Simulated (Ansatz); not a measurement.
BAs:

```xyz
8
Lattice="4.7770 0.0000 0.0000 0.0000 4.7770 0.0000 0.0000 0.0000 4.7770" Properties=species:S:1:pos:R:3 pbc="T T T"
As    1.1943    1.1943    1.1943
As    1.1943    3.5827    3.5827
As    3.5827    3.5827    1.1943
As    3.5827    1.1943    3.5827
B     0.0000    0.0000    0.0000
B     0.0000    2.3885    2.3885
B     2.3885    0.0000    2.3885
B     2.3885    2.3885    0.0000
```

A run of Ansatz 0.2.0 on this cell left the log below. Logs are shortened: lines on timing, memory, paths and dates and some standing lists are left out, and cuts for length are marked.

```text
DeckWarning: basis.ecutwfc = 1350 eV, auto-derived from the records' recommended cutoffs: set by As (normal level)
DeckWarning: pseudopotentials/As.paw.azcp: the checks of this As dataset prove no rule for summing its radial tables, as where they were carried onto another mesh than they were made on, and Gregory's rule is taken, under which a leading mesh point left out moves its sums only by what lay on the interval it spanned. That does not make them correct, and they differ from Quantum ESPRESSO's on this file; a re-export [...]
DeckWarning: pseudopotentials/B.paw.azcp: the checks of this B dataset prove no rule for summing its radial tables, as where they were carried onto another mesh than they were made on, and Gregory's rule is taken, under which a leading mesh point left out moves its sums only by what lay on the interval it spanned. That does not make them correct, and they differ from Quantum ESPRESSO's on this file; a re-export a [...]
PlacementWarning: RAYON_NUM_THREADS=2 ignored (pool sized by the plan → 2); use plan(threads=…)
RunWarning: the starting moments were not kept: the SCF closed with an absolute magnetisation of 1.2e-6 μB, where they sum to 2 μB in size (4 sites). That is at most 0.1 of that sum. Measured as dr2_m measures the in/out step, that magnetisation stands 9.9e-14 eV from none, at or under the dr2_threshold of 1.0e-7 eV: it is no larger than a step whose dr2_m would equal this threshold. The system may hold no moment; this SCF shows [...]
SCF   1  HF = -19690.833934 eV  dr2 = 8.45e+00 eV
SCF   2  HF = -19689.240882 eV  dr2 = 3.33e+00 eV
SCF   3  HF = -19688.228839 eV  dr2 = 2.59e-01 eV
SCF   4  HF = -19688.165373 eV  dr2 = 1.76e-02 eV
SCF   5  HF = -19688.175080 eV  dr2 = 2.42e-03 eV
SCF   6  HF = -19688.181024 eV  dr2 = 4.05e-04 eV
SCF   7  HF = -19688.184137 eV  dr2 = 4.19e-05 eV
SCF   8  HF = -19688.185714 eV  dr2 = 1.52e-05 eV
SCF   9  HF = -19688.187377 eV  dr2 = 8.66e-07 eV
SCF  10  HF = -19688.187378 eV  dr2 = 3.95e-08 eV
SCF  11  HF = -19688.187379 eV  dr2 = 1.22e-08 eV
SCF  12  HF = -19688.187379 eV  dr2 = 4.98e-10 eV
SCF  13  HF = -19688.187379 eV  dr2 = 2.40e-11 eV
converged: True after 13 iterations
free energy -19688.187379 eV, Fermi level 11.3999 eV
magnetization_mub
0.0
site_moments_mub
[-0.  0. -0.  0. -0.  0.  0. -0.]
forces_ev_ang
[[ 0.  0.  0.]
 [ 0.  0.  0.]
 [ 0.  0.  0.]
 [ 0.  0.  0.]
 [-0.  0.  0.]
 [-0. -0. -0.]
 [-0. -0. -0.]
 [-0.  0.  0.]]
stress_gpa
[[-4.0126  0.      0.    ]
 [ 0.     -4.0126 -0.    ]
 [ 0.      0.     -4.0126]]
```

Task: Write the input and the command behind it.

Result: Single point with LDA, collinear spin, antiferromagnetic start. The files as run (others can give the same):

run.py
```python
import json

import ase.io
import numpy as np

import ansatz as az

atoms = ase.io.read("BAs.cif")
atoms.info.pop("occupancy", None)
atoms.set_initial_magnetic_moments([0.5, -0.5, 0.5, -0.5, 0.0, 0.0, 0.0, 0.0])

calculation = (
    az.Crystal.from_ase(atoms)
    .calculation()
    .kpoints(6, 6, 6)
    .functional("lda")
    .pseudopotentials(kind="paw", accuracy="standard", xc_functional="lda")
    .spin("collinear")
    .occupations(method="fermi_dirac", width=0.1)
    .forces()
    .stress()
    .band_table(publish=True)
)
outcome = calculation.run(threads=2, events_out="events.jsonl")

report = outcome.report
for line in open("events.jsonl"):
    event = json.loads(line)
    if event["event"] == "scf_iter":
        d = event["data"]
        print(f"SCF {d['iter']:3d}  HF = {d['harris_foulkes_ev']:.6f} eV  dr2 = {d['dr2_ev']:.2e} eV")
    elif event["event"] in ("relax_step", "md_step"):
        d = event["data"]
        print(f"{event['event']} {d['step']:3d}  E = {d['lagrangian_ev']:.6f} eV")
np.set_printoptions(precision=5, suppress=True, linewidth=110)
print("converged:", report["converged"], "after", report["n_iterations"], "iterations")
print(f"free energy {report['free_energy_ev']:.6f} eV, Fermi level {report['fermi_energy_ev']:.4f} eV")
for key in ("band_edges_ev", "magnetization_mub", "site_moments_mub", "site_moments_nc_mub", "forces_ev_ang",
                "stress_gpa"):
    if report.get(key) is not None:
        print(key, np.array(report[key]), sep="\n")
```

BAs.cif
```cif
data_BAs
_cell_length_a 4.77700000
_cell_length_b 4.77700000
_cell_length_c 4.77700000
_cell_angle_alpha 90.00000000
_cell_angle_beta 90.00000000
_cell_angle_gamma 90.00000000
_space_group_name_H-M_alt 'F-43m'
_space_group_name_Hall 'F -4 2 3'
_space_group_IT_number 216
loop_
_space_group_symop_operation_xyz
'x,y,z'
'y,-x,-z'
'-x,-y,z'
'-y,x,-z'
'x,-y,-z'
'y,x,z'
'-x,y,-z'
'-y,-x,z'
'z,x,y'
'-z,y,-x'
'z,-x,-y'
'-z,-y,x'
'-z,x,-y'
'z,y,x'
'-z,-x,y'
'z,-y,-x'
'y,z,x'
'-x,-z,y'
'-y,z,-x'
'x,-z,-y'
'-y,-z,x'
'x,z,y'
'y,-z,-x'
'-x,z,-y'
'x,y+1/2,z+1/2'
'y,-x+1/2,-z+1/2'
'-x,-y+1/2,z+1/2'
'-y,x+1/2,-z+1/2'
'x,-y+1/2,-z+1/2'
'y,x+1/2,z+1/2'
'-x,y+1/2,-z+1/2'
'-y,-x+1/2,z+1/2'
'z,x+1/2,y+1/2'
'-z,y+1/2,-x+1/2'
'z,-x+1/2,-y+1/2'
'-z,-y+1/2,x+1/2'
'-z,x+1/2,-y+1/2'
'z,y+1/2,x+1/2'
'-z,-x+1/2,y+1/2'
'z,-y+1/2,-x+1/2'
'y,z+1/2,x+1/2'
'-x,-z+1/2,y+1/2'
'-y,z+1/2,-x+1/2'
'x,-z+1/2,-y+1/2'
'-y,-z+1/2,x+1/2'
'x,z+1/2,y+1/2'
'y,-z+1/2,-x+1/2'
'-x,z+1/2,-y+1/2'
'x+1/2,y,z+1/2'
'y+1/2,-x,-z+1/2'
'-x+1/2,-y,z+1/2'
'-y+1/2,x,-z+1/2'
'x+1/2,-y,-z+1/2'
'y+1/2,x,z+1/2'
'-x+1/2,y,-z+1/2'
'-y+1/2,-x,z+1/2'
'z+1/2,x,y+1/2'
'-z+1/2,y,-x+1/2'
'z+1/2,-x,-y+1/2'
'-z+1/2,-y,x+1/2'
'-z+1/2,x,-y+1/2'
'z+1/2,y,x+1/2'
'-z+1/2,-x,y+1/2'
'z+1/2,-y,-x+1/2'
'y+1/2,z,x+1/2'
'-x+1/2,-z,y+1/2'
'-y+1/2,z,-x+1/2'
'x+1/2,-z,-y+1/2'
'-y+1/2,-z,x+1/2'
'x+1/2,z,y+1/2'
'y+1/2,-z,-x+1/2'
'-x+1/2,z,-y+1/2'
'x+1/2,y+1/2,z'
'y+1/2,-x+1/2,-z'
'-x+1/2,-y+1/2,z'
'-y+1/2,x+1/2,-z'
'x+1/2,-y+1/2,-z'
'y+1/2,x+1/2,z'
'-x+1/2,y+1/2,-z'
'-y+1/2,-x+1/2,z'
'z+1/2,x+1/2,y'
'-z+1/2,y+1/2,-x'
'z+1/2,-x+1/2,-y'
'-z+1/2,-y+1/2,x'
'-z+1/2,x+1/2,-y'
'z+1/2,y+1/2,x'
'-z+1/2,-x+1/2,y'
'z+1/2,-y+1/2,-x'
'y+1/2,z+1/2,x'
'-x+1/2,-z+1/2,y'
'-y+1/2,z+1/2,-x'
'x+1/2,-z+1/2,-y'
'-y+1/2,-z+1/2,x'
'x+1/2,z+1/2,y'
'y+1/2,-z+1/2,-x'
'-x+1/2,z+1/2,-y'
loop_
_atom_site_label
_atom_site_type_symbol
_atom_site_symmetry_multiplicity
_atom_site_Wyckoff_symbol
_atom_site_fract_x
_atom_site_fract_y
_atom_site_fract_z
_atom_site_occupancy
As1 As 4 c 0.2500000000 0.2500000000 0.2500000000 1
B1 B 4 a 0.0000000000 0.0000000000 0.0000000000 1
```

Potentials or basis: JTH PAW LDA.
Run with:
```bash
$ python run.py
```

Caveat: the starting moments weren't kept.
